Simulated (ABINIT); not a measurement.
Here is an ABINIT 10.8.3 (patched build) calculation.

File run.abi:

```
# Pseudopotentials
pp_dirpath "./"
pseudos "Al.upf, N.upf"

# Structure
acell 5.882717426 5.882717426 9.4127258268
rprim
     1.0000000000     0.0000000000     0.0000000000
    -0.5000000000     0.8660254038     0.0000000000
     0.0000000000     0.0000000000     1.0000000000
ntypat 2
znucl 13 7
natom 4
typat 1 1 2 2
xred
     0.6666666667     0.3333333333     0.5000000000
     0.3333333333     0.6666666667     0.0000000000
     0.6666666667     0.3333333333     0.8800000000
     0.3333333333     0.6666666667     0.3800000000

# Plane-wave basis
ecut 35.0

# k points
kptopt 1
ngkpt 6 6 4
nshiftk 1
shiftk 0.0 0.0 0.0

# Exchange and correlation
ixc 41

# Bands and occupations
nband 10
occopt 1

# SCF cycle
nstep 60
diemac 6.0
toldfe 1.0e-7

# Output
iomode 3
prtwf 0
prteig 0
prtebands 0
enunit 1
prtden 1
prtvha 1
prtvclmb 1
prtpot 1
prtelf 1
```

Potentials or basis: PseudoDojo NC SR PBE v0.4.1 standard.

Command:

```console
$ mpirun --bind-to none -np 8 abinit run.abi > log 2>&1
```

What does it give for the pressure?

-1.9 GPa.

Predict the band gap on the k mesh.

6.27 eV, direct.

What does it give for the largest force?

0.130 eV/Å.

Forces in eV/Å, atoms in the order of the input:
```
Al   0.000  0.000 -0.130
Al   0.000  0.000 -0.130
N    0.000  0.000  0.130
N    0.000  0.000  0.130
```

Caveat: the potentials were made for another functional, which shifts forces and pressure.

**What was measured.**

From “Self-assembly of well-separated AlN nanowires directly on sputtered metallic TiN films”, 2019, arxiv:1910.07391, for a bulk crystal of AlN at 10 K: band gap 6.034 eV (an exciton energy, a little under the gap).

Against the measured gap of AlN, 6.034 eV (an exciton energy, a little under the gap; 10 K; quoted in “Self-assembly of well-separated AlN nanowires directly on sputtered metallic TiN films”, 2019, arxiv:1910.07391), the calculated 6.27 eV is off by +0.24 eV. 2 values of this kind are on record (6.034 to 6.0343 eV); this one was drawn at random. The value is that of PBE0, without temperature or zero-point motion.
